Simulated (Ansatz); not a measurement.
Molecular dynamics on a 2×2×2 supercell (16 atoms) of CdSe (CsCl type), relaxed with r2SCAN. Forces come from PBE in the plane-wave code Ansatz: a Nosé-Hoover thermostat at fixed volume, 2200 K, steps of 1 fs. Computed, non-magnetic; the trajectory is short and the cell small, so nothing here is a converged average. The structure comes from a prototype and may be hypothetical.

```yaml
crystal:
  lattice:
    - [7.0662034668, 0.0, 0.0]
    - [0.0, 7.0662034668, 0.0]
    - [0.0, 0.0, 7.0662034668]
  atoms:
    - { symbol: Cd, position: [0.0, 0.0, 0.0] }
    - { symbol: Se, position: [0.25, 0.25, 0.25] }
    - { symbol: Cd, position: [0.0, 0.0, 0.5] }
    - { symbol: Se, position: [0.25, 0.25, 0.75] }
    - { symbol: Cd, position: [0.0, 0.5, 0.0] }
    - { symbol: Se, position: [0.25, 0.75, 0.25] }
    - { symbol: Cd, position: [0.0, 0.5, 0.5] }
    - { symbol: Se, position: [0.25, 0.75, 0.75] }
    - { symbol: Cd, position: [0.5, 0.0, 0.0] }
    - { symbol: Se, position: [0.75, 0.25, 0.25] }
    - { symbol: Cd, position: [0.5, 0.0, 0.5] }
    - { symbol: Se, position: [0.75, 0.25, 0.75] }
    - { symbol: Cd, position: [0.5, 0.5, 0.0] }
    - { symbol: Se, position: [0.75, 0.75, 0.25] }
    - { symbol: Cd, position: [0.5, 0.5, 0.5] }
    - { symbol: Se, position: [0.75, 0.75, 0.75] }
kpoints:
  mp_grid: { grid: [2, 2, 2] }
hamiltonian:
  xc: pbe
scf:
  occupations: { method: fermi_dirac, width: 0.19 }
md:
  ensemble: nvt_nose_hoover
  temperature: 2200
  timestep: 1.0
  n_steps: 40
  initial_velocities: maxwell_boltzmann
  seed: 1615
```

Command: `ansatz run input.yaml --threads 4 --pin off --max-ram 3686MiB --backend cpu --events-out ev --progress --plain --runs-dir out`.

Task: It ran on 4 threads of Arm Neoverse N1, with other jobs on the host, load about 0.9 per core. About how long did it take, and how much host memory at the peak?

Result: About 6.1 min, with a peak of 1.8 GiB.

Task: How do temperature and energy develop?

Result: The temperature goes from 2200 K to 1872 K in 40 fs. By the last step the atoms have moved 0.29 Å in the root mean square, the drift of the whole cell taken out, 0.47 Å at most.

| step | t (fs) | T (K) | free energy F from step 0 (meV/atom) | kinetic energy (meV/atom) | largest force (eV/Å) |
| --- | --- | --- | --- | --- | --- |
| 0 | 0 | 2200 | 0.0 | 266.6 | 0.00 |
| 1 | 1 | 2200 | 0.0 | 266.6 | 0.06 |
| 2 | 2 | 2199 | 0.1 | 266.5 | 0.12 |
| 3 | 3 | 2198 | 0.3 | 266.3 | 0.18 |
| 4 | 4 | 2196 | 0.5 | 266.1 | 0.24 |
| 5 | 5 | 2193 | 0.8 | 265.8 | 0.30 |
| 6 | 6 | 2191 | 1.1 | 265.5 | 0.36 |
| 7 | 7 | 2187 | 1.5 | 265.1 | 0.42 |
| 8 | 8 | 2183 | 2.0 | 264.6 | 0.48 |
| 9 | 9 | 2179 | 2.5 | 264.1 | 0.54 |
| 10 | 10 | 2174 | 3.1 | 263.5 | 0.60 |
| 11 | 11 | 2169 | 3.7 | 262.9 | 0.65 |
| 12 | 12 | 2164 | 4.4 | 262.2 | 0.71 |
| 13 | 13 | 2158 | 5.2 | 261.5 | 0.76 |
| 14 | 14 | 2151 | 5.9 | 260.7 | 0.82 |
| 15 | 15 | 2144 | 6.8 | 259.8 | 0.87 |
| 16 | 16 | 2137 | 7.7 | 259.0 | 0.93 |
| 17 | 17 | 2129 | 8.6 | 258.0 | 0.98 |
| 18 | 18 | 2121 | 9.6 | 257.1 | 1.03 |
| 19 | 19 | 2113 | 10.6 | 256.1 | 1.08 |
| 20 | 20 | 2104 | 11.7 | 255.0 | 1.13 |
| 21 | 21 | 2095 | 12.8 | 253.9 | 1.18 |
| 22 | 22 | 2086 | 13.9 | 252.8 | 1.23 |
| 23 | 23 | 2077 | 15.1 | 251.6 | 1.27 |
| 24 | 24 | 2067 | 16.3 | 250.4 | 1.32 |
| 25 | 25 | 2056 | 17.6 | 249.2 | 1.37 |
| 26 | 26 | 2046 | 18.9 | 247.9 | 1.41 |
| 27 | 27 | 2035 | 20.2 | 246.6 | 1.45 |
| 28 | 28 | 2024 | 21.6 | 245.3 | 1.49 |
| 29 | 29 | 2012 | 23.1 | 243.9 | 1.54 |
| 30 | 30 | 2001 | 24.5 | 242.4 | 1.58 |
| 31 | 31 | 1989 | 26.0 | 241.0 | 1.61 |
| 32 | 32 | 1976 | 27.6 | 239.5 | 1.65 |
| 33 | 33 | 1964 | 29.1 | 238.0 | 1.69 |
| 34 | 34 | 1951 | 30.7 | 236.5 | 1.73 |
| 35 | 35 | 1938 | 32.4 | 234.9 | 1.76 |
| 36 | 36 | 1925 | 34.0 | 233.3 | 1.79 |
| 37 | 37 | 1912 | 35.7 | 231.7 | 1.83 |
| 38 | 38 | 1899 | 37.4 | 230.1 | 1.86 |
| 39 | 39 | 1885 | 39.1 | 228.5 | 1.95 |
| 40 | 40 | 1872 | 40.8 | 226.9 | 2.06 |

Positions (Å) and forces (eV/Å) at step 40:
```
Cd   0.096  -0.193  -0.067    -0.258   0.267   0.224
Se   1.698   1.603   2.099     0.173  -0.667  -0.287
Cd  -0.097  -0.009   3.624     0.133  -0.009  -0.167
Se   2.096   1.690   5.258    -0.571   0.880   1.288
Cd   0.085   3.421  -0.071    -0.085  -0.265   0.485
Se   1.917   5.136   1.790    -0.582  -0.650  -0.614
Cd  -0.280   3.596   3.697     1.433  -0.741  -1.275
Se   1.737   5.266   5.232    -0.449   0.520   0.078
Cd   3.305  -0.088  -0.095     0.305   0.135   0.600
Se   5.568   1.916   2.021    -0.366   0.932  -0.902
Cd   3.614   0.103   3.675     0.048  -0.120  -0.756
Se   5.246   1.699   5.198     0.782  -1.424   1.024
Cd   3.374   3.667  -0.161     0.159  -0.309   0.289
Se   5.243   5.500   1.559     0.327   1.126  -0.628
Cd   3.593   3.990   3.475    -0.176  -0.781  -0.314
Se   5.392   4.953   5.189    -0.876   1.107   0.954
```
